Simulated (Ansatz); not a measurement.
Level of theory: DFT PBE, scalar-relativistic, plane waves, PAW (Ansatz 0.2.0). All cells share a 420 eV cutoff and Γ-centred k meshes spaced at most about 0.3 Å⁻¹ (about 0.25 or finer for metals, 2π included). No spin polarisation.

The zero of energy is the elements' standard structures at the same level; no fitted shifts are applied.

All energies are static (0 K, no zero-point motion). Only the structures computed here compete, so a lower one can exist. The reference form of S is held partly by dispersion forces, which this level lacks.

A search for Ga₂S gave 10 distinct relaxed structures. Coordination counts S atoms around Ga (those within 1.25 times the shortest such distance or 1.15 times the sum of covalent radii, 1.27 where that leaves under three). Cells relaxed within their symmetry can be saddle points.

Question: Which structure of Ga₂S came out lowest?

Answer: The one with space group Cmme (No. 67), reached from: random cell. It has a = 6.855 Å, b = 8.559 Å, c = 4.877 Å, 23.8 Å³/atom, no gap on the mesh. Ga has 2 S at 2.46 Å and 2 Ga at 2.51–2.53 Å; S is surrounded by 4 Ga at 2.46 Å. Its energy over the elements is −0.33 eV/atom. A negative formation energy is needed for stability but isn't enough: competing phases decide. An observed structure of this formula, if there is one, may be missing.

Space group Cmme (No. 67). a = 6.855 Å, b = 8.559 Å, c = 4.877 Å, α = 90.00°, β = 90.00°, γ = 90.00°
| atom | site | symmetry | x | y | z |
| --- | --- | --- | --- | --- | --- |
| Ga | 8m | m.. | 0.5000 | 0.8967 | 0.6858 |
| S | 4a | 222 | 0.2500 | 0.0000 | 0.0000 |

Question: How much higher is the P-3m1 structure with 20.1 Å³/atom and coordination Ga 3 (reached from: Te2Au type (C2/m), changed on relaxing)?

Answer: 75 meV/atom. It has the anti-cadmium iodide type. It has no gap on its mesh.

Question: How much higher is the R-3m structure with 20.1 Å³/atom and coordination Ga 3 (reached from: anti-cadmium chloride type (R-3m))?

Answer: 109 meV/atom. It has the anti-cadmium chloride type. It has no gap on its mesh.

Some types were kept out of the candidates beforehand, so the set may lack a known form.
